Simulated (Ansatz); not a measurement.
**rocksalt-structured CaO**

The computed numbers are results of r²SCAN, scalar-relativistic (no spin polarisation) in the plane-wave PAW code Ansatz at 500 eV, Γ-centred 8×8×8 mesh, 0.05 eV Gaussian smearing; PAW files: Ansatz's generated set soft_2.

```
Ca O
1.0
     0.00000    2.39742    2.39742
     2.39742    0.00000    2.39742
     2.39742    2.39742    0.00000
Ca O
1 1
Direct
  0.50000 0.50000 0.50000
  0.00000 0.00000 0.00000
```

The compound is reported in the structure type of the start.

Cell and atoms are those of this level's equilibrium.

Path: Γ–X–U | K–Γ–L–W–X, with Γ = (0.000, 0.000, 0.000), X = (0.500, 0.000, 0.500), U = (0.625, 0.250, 0.625), K = (0.375, 0.375, 0.750), L = (0.500, 0.500, 0.500), W = (0.500, 0.250, 0.750) in reciprocal vectors of the calculation's cell.

Is it a metal or an insulator, and if it has a gap, where are the band edges on this path?

An insulator with a gap of 4.20 eV on the path, the valence band topping at Γ and the conduction band bottoming at X; the smallest direct gap is 4.57 eV.

Bands as a text map, energy in eV from the Fermi level (dashes), each leg drawn with the same width:
```
  4.86 |** *              * ********         ***        
  4.57 | *                 ***    *             *       
  4.29 |  *             *                               
  4.00 |  *                  *   *               *      
  3.71 | *            **                                
  3.43 |*  *                  ***                 *     
  3.14 |             *                                  
  2.86 |    *       *                              *    
  2.57 |     *     *                                *   
  2.29 |      *  **                                  *  
  2.00 |       **                                     **
  1.71 |                                                
  1.43 |                                                
  1.14 |                                                
  0.86 |                                                
  0.57 |                                                
  0.29 |                                                
  0.00 |------------------------------------------------
 -0.29 |                                                
 -0.57 |                                                
 -0.86 |                                                
 -1.14 |                                                
 -1.43 |                                                
 -1.71 |                                                
 -2.00 |*                     ***                       
 -2.29 | ***                *** **                      
 -2.57 |    *********      * *   **                 ****
 -2.86 |           * ***  * *      *             ****   
        Γ      X      UK       Γ       L       W       X
```

Formal charges Ca²⁺, O²⁻ balance and leave closed shells on every ion, so a band insulator is expected, and the gap is 4.20 eV.

Kohn–Sham gaps of semilocal functionals lie under measured ones, often by a third or more.
